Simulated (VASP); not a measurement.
# Nb (Fm-3m) in VASP: a series of runs

Aim: see how the results for Nb move with the level of theory and the settings. Levels: PBEsol, r2SCAN. Tasks: single point.

Program: VASP 6.6.1. These are calculated values, not measurements. Logs are shortened: lines on timing, memory, paths and dates and some standing lists are left out, and cuts for length are marked.

## 1. The structure

It takes space group Fm-3m (No. 225, cubic). The conventional cell has a = 4.168 Å, b = 4.168 Å, c = 4.168 Å, α = 90.00°, β = 90.00°, γ = 90.00°. Nb (site symmetry m-3m) is surrounded by 12 Nb at 2.95 Å.

This isn't the form of Nb at room conditions, which is bcc.

## 2. Single point, PBEsol

Input file INCAR:

```
SYSTEM = Nb
PREC     = Accurate       ! precision mode
ENCUT    = 520            ! plane-wave cutoff, eV
EDIFF    = 1E-6           ! SCF threshold, eV
ISMEAR   = 0              ! smearing method
SIGMA    = 0.5            ! smearing width, eV
LREAL    = .FALSE.        ! projectors in reciprocal space
LASPH    = .TRUE.         ! aspherical terms in the spheres
NELM     = 100            ! most SCF steps
ALGO     = Normal         ! electronic algorithm
ISIF     = 2              ! what is computed and relaxed
LWAVE    = .FALSE.        ! write WAVECAR
LCHARG   = .FALSE.        ! write CHGCAR
GGA      = PS             ! functional
NBANDS   = 12             ! bands
```

Input file KPOINTS:

```
regular mesh
0
G
  18 18 18
  0 0 0
```

Input file POSCAR:

```
Nb
1.0
    0.0000000000      2.0841500000      2.0841500000
    2.0841500000      0.0000000000      2.0841500000
    2.0841500000      2.0841500000      0.0000000000
Nb
1
Direct
    0.0000000000      0.0000000000      0.0000000000
```

Potentials or basis: VASP PAW PBE potentials, release 64 (Nb_sv).

On the command line:

```bash
cat potpaw_PBE.64/Nb_sv/POTCAR > POTCAR
mpirun -np 1 vasp_std > vasp.out
```

OUTCAR:

```text
SYSTEM = Nb
   PREC = Accurate
   ENCUT = 520
   EDIFF = 1E-6
   ISMEAR = 0
   LREAL = .FALSE.
   LASPH = .TRUE.
   NELM = 100
   ISIF = 2
   GGA = PS

 ion  position               nearest neighbor table
   1  0.000  0.000  0.000-

  LATTYP: Found a face centered cubic cell.
 ALAT       =     4.1683000000

  Lattice vectors:

 A1 = (   0.0000000000,   2.0841500000,   2.0841500000)
 A2 = (   2.0841500000,   0.0000000000,   2.0841500000)
 A3 = (   2.0841500000,   2.0841500000,   0.0000000000)

Analysis of symmetry for initial positions (statically):
=====================================================================
 Subroutine PRICEL returns:
 Original cell was already a primitive cell.

 Routine SETGRP: Setting up the symmetry group for a
 face centered cubic supercell.

 Subroutine GETGRP returns: Found 48 space group operations
 (whereof 48 operations were pure point group operations)
 out of a pool of 48 trial point group operations.

The static configuration has the point symmetry O_h .

Analysis of symmetry for dynamics (positions and initial velocities):
=====================================================================
 Subroutine PRICEL returns:
 Original cell was already a primitive cell.

 Routine SETGRP: Setting up the symmetry group for a
 face centered cubic supercell.

 Subroutine GETGRP returns: Found 48 space group operations
 (whereof 48 operations were pure point group operations)
 out of a pool of 48 trial point group operations.

The dynamic configuration has the point symmetry O_h .

 Subroutine INISYM returns: Found 48 space group operations
 (whereof 48 operations are pure point group operations),
 and found     1 'primitive' translations

----------------------------------------------------------------------------------------

                                     Primitive cell

  volume of cell :      18.1058

  direct lattice vectors                    reciprocal lattice vectors
     0.000000000  2.084150000  2.084150000    -0.239905957  0.239905957  0.239905957
     2.084150000  0.000000000  2.084150000     0.239905957 -0.239905957  0.239905957
     2.084150000  2.084150000  0.000000000     0.239905957  0.239905957 -0.239905957

  length of vectors
     2.947433196  2.947433196  2.947433196     0.415529306  0.415529306  0.415529306

  position of ions in fractional coordinates (direct lattice)
     0.000000000  0.000000000  0.000000000

  ion indices of the primitive-cell ions
   primitive index   ion index
                 1           1

----------------------------------------------------------------------------------------

 KPOINTS: regular mesh

Automatic generation of k-mesh.
 Grid dimensions read from file:
 generate k-points for:   18   18   18

 Generating k-lattice:

  Cartesian coordinates                     Fractional coordinates (reciprocal lattice)
    -0.013328109  0.013328109  0.013328109     0.055555556  0.000000000  0.000000000
     0.013328109 -0.013328109  0.013328109     0.000000000  0.055555556  0.000000000
     0.013328109  0.013328109 -0.013328109     0.000000000  0.000000000  0.055555556

  Length of vectors
     0.023084961  0.023084961  0.023084961

  Shift w.r.t. Gamma in fractional coordinates (k-lattice)
     0.000000000  0.000000000  0.000000000

 Subroutine IBZKPT returns following result:
 ===========================================

 Found    195 irreducible k-points:

 Following reciprocal coordinates:
            Coordinates               Weight
  0.000000  0.000000  0.000000      1.000000
  0.055556  0.000000  0.000000      8.000000
  0.111111  0.000000  0.000000      8.000000
  0.166667  0.000000  0.000000      8.000000
  0.222222  0.000000  0.000000      8.000000
  0.277778  0.000000  0.000000      8.000000
[... 16 lines left out ...]
 -0.277778  0.055556  0.000000     24.000000
 -0.222222  0.055556  0.000000     24.000000
 [... further k-points ...]
   k-points           NKPTS =    195   k-points in BZ     NKDIM =    195   number of bands    NBANDS=     12
   number of dos      NEDOS =    301   number of ions     NIONS =      1
   total plane-waves  NPLWV =  13824
   dimension x,y,z NGX =    24 NGY =   24 NGZ =   24
   dimension x,y,z NGXF=    48 NGYF=   48 NGZF=   48
   ions per type =               1
   NGX,Y,Z   is equivalent  to a cutoff of  13.54, 13.54, 13.54 a.u.
   NGXF,Y,Z  is equivalent  to a cutoff of  27.07, 27.07, 27.07 a.u.
 SYSTEM =  Nb
   PREC   = accura    normal or accurate (medium, high low for compatibility)
   ISTART =      0    job   : 0-new  1-cont  2-samecut
   ICHARG =      2    charge: 1-file 2-atom 10-const
   ISPIN  =      1    spin polarized calculation?
   LNONCOLLINEAR =      F non collinear calculations
   LSORBIT =      F    spin-orbit coupling
   LASPH  =      T    aspherical Exc in radial PAW
   ENCUT  =  520.0 eV  38.22 Ry    6.18 a.u.   5.48  5.48  5.48*2*pi/ulx,y,z
   NELM   =    100;   NELMIN=  2; NELMDL= -5     # of ELM steps
   EDIFF  = 0.1E-05   stopping-criterion for ELM
   LREAL  =      F    real-space projection
   EDIFFG = 0.1E-04   stopping-criterion for IOM
   NSW    =      0    number of steps for IOM
   IBRION =     -1    ionic relax: 0-MD 1-quasi-New 2-CG
   NFREE  =      0    steps in history (QN), initial steepest desc. (CG)
   ISIF   =      2    stress and relaxation
   ISYM   =      2    0-nonsym 1-usesym 2-fastsym
   POTIM  = 0.5000    time-step for ionic-motion
   TEBEG  =    0.0;   TEEND  =   0.0 temperature during run
   PSTRESS=    0.0 pullay stress
   NELECT =      13.0000    total number of electrons
   NUPDOWN=      -1.0000    fix difference up-down
   EMIN   =  10.00;   EMAX   =-10.00  energy-range for DOS
   EFERMI =   0.00;   METHOD = LEGACY
   ISMEAR =     0;   SIGMA  =   0.50  broadening in eV -4-tet -1-fermi 0-gaus
   EFERMI_NEDOS =   21; number of points for ismear=-14 and -15
   IALGO  =     38    algorithm
   IMIX   =      4    mixing-type and parameters
     AMIX     =   0.40;   BMIX     =  1.00
     AMIX_MAG =   1.60;   BMIX_MAG =  1.00
  volume/ion in A,a.u.               =      18.11       122.18
  Fermi-wavevector in a.u.,A,eV,Ry     =   1.465943  2.770230 29.238754  2.148988
  Thomas-Fermi vector in A             =   2.581739
   LORBIT       =      0    0 simple, 1 ext, 2 COOP (PROOUT), +10 PAW based schemes
   GGA     = PS    functional components
   LHFCALC =     F    Hartree Fock is set to
   AEXX    =    0.0000 exact exchange contribution
   IVDW    =     0    specifies the selected vdW correction
   LEPSILON=     F    determine dielectric tensor
   LRPA    =     F    only Hartree local field effects (RPA)
 non-spin polarized calculation
 Gauss-broadening in eV      SIGMA  =   0.50
  energy-cutoff  :      520.00
  volume of cell :       18.11
 maximum number of plane-waves:       531
 NGX is ok and might be reduce to    24
   NGX = 11   NGY = 11   NGZ = 11

 number of electron      13.0000000 magnetization

 Free energy of the ion-electron system (eV)
  ---------------------------------------------------
  ext. energy  EPLUGINS =         0.00000000
  ---------------------------------------------------
  free energy    TOTEN  =       -10.69845558 eV

  energy without entropy =      -10.51464994  energy(sigma->0) =      -10.60655276

 E-fermi :  11.3437     XC(G=0): -12.6025

 val. band max:       11.3410568734   @ k =   0.3333   0.1111   0.0000
 cond. band min:      11.3518938093   @ k =  -0.4444   0.2222   0.0000
 fundamental gap:      0.0108369358
 Fermi energy:        11.3437259079

 k-point     1 :       0.0000    0.0000    0.0000
  band No.  band energies     occupation
      1     -43.2956      2.00000
      2     -18.6333      2.00000
      3     -18.6333      2.00000
      4     -18.6333      2.00000
      5       5.0009      2.00000
      6      11.4253      0.81747
      7      11.4253      0.81747
      8      11.4253      0.81747
      9      14.1555      0.00000
     10      14.1555      0.00000
     11      23.2040      0.00000
     12      28.1057      0.00000

 k-point     2 :       0.0556    0.0000    0.0000
  band No.  band energies     occupation
      1     -43.2889      2.00000
      2     -18.6769      2.00000
      3     -18.6386      2.00000
      4     -18.6386      2.00000
      5       5.1219      2.00000
      6      11.3292      1.03286
      7      11.4817      0.69640
      8      11.4817      0.69640
      9      14.1031      0.00000
     10      14.1031      0.00000
     11      23.4506      0.00000
     12      27.5910      0.00000

 k-point     3 :       0.1111    0.0000    0.0000
  band No.  band energies     occupation
      1     -43.2696      2.00000
      2     -18.8013      2.00000
      3     -18.6539      2.00000
      4     -18.6539      2.00000
      5       5.4686      2.00000
      6      11.0833      1.53866
      7      11.6287      0.42026
      8      11.6287      0.42026
      9      13.9840      0.00000
     10      13.9840      0.00000
     11      24.1141      0.00000
     12      26.5782      0.00000
[... 286 lines left out ...]
 k-point    23 :      -0.2778    0.0556    0.0000
  band No.  band energies     occupation
      1     -43.1470      2.00000
      2     -19.5188      2.00000
      3     -18.7923      2.00000
      4     -18.7320      2.00000
      5       7.2896      2.00000
      6      10.7151      1.92462
      7      11.6097      0.45184
      8      11.7539      0.24596
      9      14.2121      0.00000
     10      15.1580      0.00000
     11      23.3394      0.00000
     12      26.7962      0.00000

 k-point    24 :      -0.2222    0.0556    0.0000
  band No.  band energies     occupation
      1     -43.1857      2.00000
      2     -19.2954      2.00000
      3     -18.7612      2.00000
      4     -18.7011      2.00000
      5       6.8613      2.00000
      6      10.5081      1.98190
      7      11.7867      0.21020
      8      11.9108      0.10874
      9      13.7241      0.00000
     10      14.6270      0.00000
     11      24.0779      0.00000
     12      26.8325      0.00000

 [... further k-points ...]
[... 5 lines left out ...]
  --------------------------------------------------------------------------------------
  -------------------------------------------------------------------------------------
  Total        0.0600810      0.0600810      0.0600810      0.0000000     -0.0000000     -0.0000000
  in kB        5.3165647      5.3165647      5.3165647      0.0000000     -0.0000000     -0.0000000
  external PRESSURE =       5.3165647 kB  Pullay stress =       0.0000000 kB

 VOLUME and BASIS-vectors are now :
 -----------------------------------------------------------------------------
  energy-cutoff  :      520.00
  volume of cell :       18.11
      direct lattice vectors                 reciprocal lattice vectors
     0.000000000  2.084150000  2.084150000    -0.239905957  0.239905957  0.239905957
     2.084150000  0.000000000  2.084150000     0.239905957 -0.239905957  0.239905957
     2.084150000  2.084150000  0.000000000     0.239905957  0.239905957 -0.239905957

 POSITION                                       TOTAL-FORCE (eV/Angst)
 -----------------------------------------------------------------------------------
      0.00000      0.00000      0.00000        -0.000000     -0.000000      0.000000
 -----------------------------------------------------------------------------------
    total drift:                                0.000000     -0.000000     -0.000000

  FREE ENERGIE OF THE ION-ELECTRON SYSTEM (eV)
  ---------------------------------------------------
  free  energy   TOTEN  =       -10.6984555832 eV

  energy  without entropy=      -10.5146499410  energy(sigma->0) =      -10.60655276
```

It took 13 s on 1 thread of Intel Xeon 6975P-C (Granite Rapids), shared host; peak memory 0.17 GiB.

What came out:

```
Free energy            : -10.6985 eV
Pressure               : 0.5 GPa
Band gap on the k mesh : none (metal or under the smearing width)
```

Caveat: the PAW data sets were made with another functional, which shifts forces and pressure a little.

## 3. Single point, PBEsol

Edit INCAR of step 2 so:

```diff
@@ -2,6 +2,6 @@
 PREC     = Accurate       ! precision mode
-ENCUT    = 520            ! plane-wave cutoff, eV
+ENCUT    = 900            ! plane-wave cutoff, eV
 EDIFF    = 1E-6           ! SCF threshold, eV
 ISMEAR   = 0              ! smearing method
-SIGMA    = 0.5            ! smearing width, eV
+SIGMA    = 0.1            ! smearing width, eV
 LREAL    = .FALSE.        ! projectors in reciprocal space
```

KPOINTS is that of step 2.

POSCAR is that of step 2.

Potentials or basis: VASP PAW PBE potentials, release 64 (Nb_sv).

On the command line:

```bash
cat potpaw_PBE.64/Nb_sv/POTCAR > POTCAR
mpirun -np 1 vasp_std > vasp.out
```

Wall time 38 s (1 thread of Intel Xeon 6975P-C (Granite Rapids), shared host); peak memory 0.24 GiB.

It converged, with:

```
Free energy            : -10.6109 eV
Pressure               : 0.0 GPa
Band gap on the k mesh : none (metal or under the smearing width)
```

Levels at points of the mesh, in eV from the Fermi level:
| k point | band 4 | band 5 | band 6 | band 7 | band 8 | band 9 |
| --- | --- | --- | --- | --- | --- | --- |
| (0.00, 0.00, 0.00) | -30.00 | -6.34 | 0.07 | 0.07 | 0.07 | 2.80 |
| (0.50, 0.00, 0.00) | -30.17 | -3.99 | -0.13 | -0.13 | 1.50 | 4.89 |
| (0.50, 0.50, 0.00) | -30.47 | -4.27 | -3.51 | 3.79 | 4.86 | 5.50 |

Caveat: the PAW data sets were made with another functional, which shifts forces and pressure a little.

[end of part 1 of 2]
